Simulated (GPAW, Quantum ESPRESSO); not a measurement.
This is a calculation of HfC for Quantum ESPRESSO 7.5 (ASE script). 

run.py

```python
import numpy as np
from ase.calculators.espresso import Espresso, EspressoProfile
from ase.io import read

atoms = read('HfC.cif')

input_data = {
    'control': {'calculation': 'scf', 'prefix': 'pwscf', 'outdir': './tmp', 'tprnfor': True, 'tstress': True, 'disk_io': 'nowf'},
    'system': {'ecutwfc': 60.0, 'ecutrho': 440.0, 'nbnd': 14, 'occupations': 'smearing', 'smearing': 'fd', 'degauss': 0.00367493},
    'electrons': {'conv_thr': 4e-10, 'electron_maxstep': 120, 'mixing_beta': 0.5},
}
pseudopotentials = {'C': 'C.pbe-n-kjpaw_psl.1.0.0.UPF', 'Hf': 'Hf-sp.oncvpsp.upf'}
profile = EspressoProfile(command='pw.x', pseudo_dir='pseudo')
atoms.calc = Espresso(profile=profile, input_data=input_data, pseudopotentials=pseudopotentials, kpts=(10, 10, 10), koffset=(0, 0, 0))

print(f'energy {atoms.get_potential_energy():.8f} eV')
print('forces (eV/A)')
print(np.round(atoms.get_forces(), 6))
print('stress (eV/A^3, Voigt)')
print(np.round(atoms.get_stress(), 8))
print(f'Fermi level {atoms.calc.get_fermi_level():.4f} eV')
```

File HfC.cif:

```cif
data_HfC
_cell_length_a 3.28804653
_cell_length_b 3.28804653
_cell_length_c 3.28804653
_cell_angle_alpha 60.00000000
_cell_angle_beta 60.00000000
_cell_angle_gamma 60.00000000
_space_group_name_H-M_alt 'P1'
_space_group_name_Hall 'P 1'
_space_group_IT_number 1
loop_
_space_group_symop_operation_xyz
'x,y,z'
loop_
_atom_site_label
_atom_site_type_symbol
_atom_site_symmetry_multiplicity
_atom_site_Wyckoff_symbol
_atom_site_fract_x
_atom_site_fract_y
_atom_site_fract_z
_atom_site_occupancy
Hf1 Hf 1 a 0.5000000000 0.5000000000 0.5000000000 1
C1 C 1 a 0.0000000000 0.0000000000 0.0000000000 1
```

Potentials or basis: SSSP 1.3 efficiency PBE.

Launch:

```bash
$ OMP_NUM_THREADS=1 python run.py
```

Q: Set up the same calculation for GPAW 26.7.0. Potentials or basis there: GPAW PAW data sets (gpaw-data 1.2.1), cutoff 800 eV.

A: As run (cutoffs and basis follow the program's own potentials, and thresholds, step limits or extra output files can differ):

Contents of run.py:

```python
from ase.io import read
from gpaw import PW
from gpaw.dft import DFT

atoms = read('HfC.xyz')

dft = DFT(atoms,
          mode=PW(800),
          xc='PBE',
          kpts={'size': (10, 10, 10), 'gamma': True},
          occupations={'name': 'fermi-dirac', 'width': 0.05},
          nbands=18,
          convergence={'density': 1e-05, 'energy': 1e-05},
          maxiter=150,
          txt='gpaw.txt')
print(f'Energy: {dft.calculate_energy():.6f} eV')
print('Forces (eV/A):')
print(dft.calculate_forces().round(4))
print('Stress (eV/A^3):', dft.calculate_stress().round(6))
dft.write_gpw_file('gs.gpw')
```

File HfC.xyz:

```xyz
2
Lattice="0.0000000000 2.3250000000 2.3250000000 2.3250000000 0.0000000000 2.3250000000 2.3250000000 2.3250000000 0.0000000000" Properties=species:S:1:pos:R:3 pbc="T T T"
Hf     2.3250000000      2.3250000000      2.3250000000
C      0.0000000000      0.0000000000      0.0000000000
```

Potentials or basis: GPAW PAW data sets (gpaw-data 1.2.1), pw.

Command:

```bash
$ OMP_NUM_THREADS=1 python run.py
```

Both were run:

|  | Quantum ESPRESSO | GPAW |
| --- | --- | --- |
| Pressure | 0.5 GPa | 1.3 GPa |

Pressure is positive in compression.
